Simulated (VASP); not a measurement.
Write the native input for VASP 6.6.1 that does the following.

| Item | Value |
| --- | --- |
| Task | single point |
| Functional | r2SCAN |
| Potentials or basis | VASP PAW PBE potentials, release 64 (Ta_pv) |
| Cutoff | 520 eV |
| k mesh | 16 × 16 × 8 |
| Occupations | gaussian, width 0.05 eV |
| Spin | no spin polarisation |
| Dipole correction | no |
| Further INCAR settings | ALGO = Normal; EDIFF = 1e-06; NBANDS = 18 |

Ta:

```
Ta
1.0
     2.90109    0.00000    0.00000
    -1.45055    2.51242    0.00000
     0.00000    0.00000    5.13799
Ta
2
Direct
  0.33333 0.66667 0.75000
  0.66667 0.33333 0.25000
```

The cell was built by a generator and needn't be a form met in nature.

One way to write it, as run:

POSCAR

```
Ta
1.0
    2.9010940919      0.0000000000      0.0000000000
   -1.4505470460      2.5124211824      0.0000000000
    0.0000000000      0.0000000000      5.1379925949
Ta
2
Direct
    0.3333333333      0.6666666667      0.7500000000
    0.6666666667      0.3333333333      0.2500000000
```

INCAR.step1

```
SYSTEM = Ta
ALGO = Normal
EDIFF = 1E-4
ENCUT = 520
GGA = PE
ISMEAR = 0
LASPH = .True.
LCHARG = .False.
LREAL = .False.
LWAVE = .True.
NBANDS = 18
NELM = 100
PREC = Accurate
SIGMA = 0.05
```

INCAR.step2

```
SYSTEM = Ta
ALGO = Normal
EDIFF = 1E-6
ENCUT = 520
ISIF = 2
ISMEAR = 0
ISTART = 1
LASPH = .True.
LCHARG = .False.
LMIXTAU = .True.
LREAL = .False.
LWAVE = .False.
METAGGA = R2SCAN
NBANDS = 18
NELM = 100
PREC = Accurate
SIGMA = 0.05
```

KPOINTS

```
k-points
0
Gamma
  16 16 8
  0 0 0
```

Potentials or basis: VASP PAW PBE potentials, release 64 (Ta_pv).

Run with:

```sh
$ cat potpaw_PBE.64/Ta_pv/POTCAR > POTCAR
$ cp INCAR.step1 INCAR
$ mpirun -np 1 vasp_std > vasp.out
$ cp INCAR.step2 INCAR
$ mpirun -np 1 vasp_std > vasp.out
```

Results of the run:

```yaml
Pressure: -2.0 GPa
Band_gap_on_the_k_mesh: none (metal or under the smearing width)
```

Caveat: the PAW data sets were made with another functional, which shifts forces and pressure a little.

Wall time 3.2 min on 1 thread of Intel(R) Xeon(R) Platinum 8488C (Sapphire Rapids) (shared host), peak memory 0.23 GiB.
